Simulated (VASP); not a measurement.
Write the native input for VASP 6.6.1 that does the following.

* Task: band structure
* Functional: PBE
* Potentials or basis: VASP PAW PBE potentials, release 64 (Pb_d, F)
* Cutoff: 520 eV
* k mesh: 8 × 8 × 8
* Occupations: gaussian, width 0.03 eV
* Spin: no spin polarisation
* Further INCAR settings: ALGO = Normal; EDIFF = 1e-06

The structure of PbF2 (Fluorocronite) lies in POSCAR:

```
PbF2                                    
1.0
    0.0000000000      2.9462119385      2.9462119385
    2.9462119385      0.0000000000      2.9462119385
    2.9462119385      2.9462119385      0.0000000000
  Pb              F             
     1     2
Direct
     0.0000000000000000    0.0000000000000000    0.0000000000000000
     0.2500000000000000    0.2500000000000000    0.2500000000000000
     0.7500000000000000    0.7500000000000000    0.7500000000000000
```

One way to write it, as run:

INCAR

```
PREC = Accurate
ENCUT = 520
EDIFF = 1E-6
ISMEAR = 0
SIGMA = 0.03
LREAL = F
LASPH = T
NELM = 80
ALGO = Normal
ISIF = 2
LWAVE = F
LCHARG = F
GGA = PE
KPAR = 2
```

KPOINTS

```
Automatic mesh
0
Gamma
  8 8 8
```

KPOINTS_OPT

```
explicit points
252
Reciprocal
 0.0000000000  0.0000000000  0.0000000000 1
 0.0357142857  0.0000000000  0.0357142857 1
 0.0714285714  0.0000000000  0.0714285714 1
 0.1071428571  0.0000000000  0.1071428571 1
 0.1428571429  0.0000000000  0.1428571429 1
 0.1785714286  0.0000000000  0.1785714286 1
[... 244 lines left out ...]
 0.4883264900  0.0116735100  0.5000000000 1
 0.5116735100 -0.0116735100  0.5000000000 1
```

Potentials or basis: VASP PAW PBE potentials, release 64 (Pb_d, F).

Run with:

```bash
$ cat potpaw_PBE.64/Pb_d/POTCAR potpaw_PBE.64/F/POTCAR > POTCAR
$ mpirun -np 2 vasp_std > vasp.out
```

Results of the run:

The pressure is 3.9 GPa, the band gap on the k mesh is 4.41 eV, indirect (least direct gap 4.56 eV) and the band gap along the path is 4.41 eV, indirect (least direct gap 4.56 eV).

Caveat: spin-orbit coupling is left out, which as a rule narrows the gap of such compounds by several tenths of an eV.

Run time: 93 s on 2 MPI ranks on Intel(R) Xeon(R) Platinum 8488C (Sapphire Rapids), with other jobs on the host, peak memory 0.18 GiB a rank.
